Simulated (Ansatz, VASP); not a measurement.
GaN: VASP beside Ansatz

```
CELL_PARAMETERS angstrom
3.18900 0.00000 0.00000
-1.59450 2.76176 0.00000
0.00000 0.00000 5.18500
ATOMIC_POSITIONS crystal
Ga 0.33333 0.66667 0.00000
Ga 0.66667 0.33333 0.50000
N 0.33333 0.66667 0.37700
N 0.66667 0.33333 0.87700
```

Alike in both runs: task relaxation of cell and atoms; functional LDA; k mesh 8 × 8 × 5; no spin polarisation.

|  | VASP | Ansatz |
| --- | --- | --- |
| version | VASP 6.6.1 | Ansatz 0.2.0 |
| potentials or method | VASP PAW LDA potentials, release 64 (Ga_d, N) | scalar-relativistic, plane waves, PAW |
| plane-wave cutoff (eV) | 600 | 420 |
| occupations | gaussian, width 0.01 eV | fixed |
| valence electrons in the cell | 36 | 36 |

VASP gave:

- gap on the k mesh at the Fermi level, each at its own relaxed structure (eV): 2.11
- relaxed volume (Å³/atom): 11.11
- relaxed cell length with the largest relative difference (Å): 3.157
- energy change over the relaxation (meV/atom): -5

**Question.** What did Ansatz give for the same quantities?

**Answer.** gap on the k mesh at the Fermi level, each at its own relaxed structure (eV): 2.13; relaxed volume (Å³/atom): 11.05; relaxed cell length with the largest relative difference (Å): 3.152; energy change over the relaxation (meV/atom): -7.

 LDA gaps usually lie below the measured ones, often by a third to a half.
